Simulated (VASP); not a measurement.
# From VASP inputs to Ansatz: BaO (strained rocksalt)

INCAR

```
IBRION = -1
NELM = 120
NSW = 0
ISMEAR = 0
ENCUT = 520
LWAVE = .FALSE.
LASPH = .TRUE.
SIGMA = 0.01
EDIFF = 1E-7
ALGO = Normal
ISIF = 2
PREC = Accurate
METAGGA = R2SCAN
LCHARG = .FALSE.
NBANDS = 15
LREAL = .FALSE.
```

KPOINTS

```
KPOINTS created by Atomic Simulation Environment
0
Gamma
8 8 8
0 0 0
```

KPOINTS_OPT

```
special points
6
Reciprocal
0.0000000000 0.0000000000 0.0000000000 1
0.5000000000 0.0000000000 0.5000000000 1
0.6250000000 0.2500000000 0.6250000000 1
0.3750000000 0.3750000000 0.7500000000 1
0.5000000000 0.5000000000 0.5000000000 1
0.5000000000 0.2500000000 0.7500000000 1
```

POSCAR

```
Ba O
 1.0000000000000000
     0.0000000000000000    2.7478267818000002    2.7902908235999999
     2.7478267818000002    0.0000000000000000    2.7902908235999999
     2.7478267818000002    2.7478267818000002    0.0000000000000000
 Ba  O
   1   1
Cartesian
  0.0000000000000000  0.0000000000000000  0.0000000000000000
  2.7478267818000002  2.7478267818000002  2.7902908235999999
```

VASP ran with the recommended PBE PAW datasets (16 valence electrons in the cell).

**Question.** Write an Ansatz input for this cell and level of theory.

**Answer.** 

```yaml
crystal:
  lattice:
    - [0.0, 2.7478267818, 2.7902908236]
    - [2.7478267818, 0.0, 2.7902908236]
    - [2.7478267818, 2.7478267818, 0.0]
  atoms:
    - { symbol: Ba, position: [0.0, 0.0, 0.0] }
    - { symbol: O, position: [0.5, 0.5, 0.5] }
kpoints:
  mp_grid: { grid: [8, 8, 8] }
  band_path:
    path:
      - [0.0, 0.0, 0.0]
      - [0.5, 0.0, 0.5]
      - [0.625, 0.25, 0.625]
      - [0.375, 0.375, 0.75]
      - [0.5, 0.5, 0.5]
      - [0.5, 0.25, 0.75]
    npoints: 1
hamiltonian:
  xc: r2scan
scf:
  occupations: { method: fixed }
  n_extra_bands: 4
output:
  forces: true
  stress: true
  eigenvalues: true
```

Other inputs would serve too.

|  | VASP | Ansatz |
| --- | --- | --- |
| gap between bands v and c | 2.23 eV | 2.29 eV |
| least direct gap | 2.23 eV | 2.29 eV |
| pressure | 2.6 GPa | 0.9 GPa |

The two codes use different PAW datasets and cutoffs. VASP's cell holds 16 valence electrons and Ansatz's 16. Ansatz's stress includes a Pulay correction; VASP's doesn't.
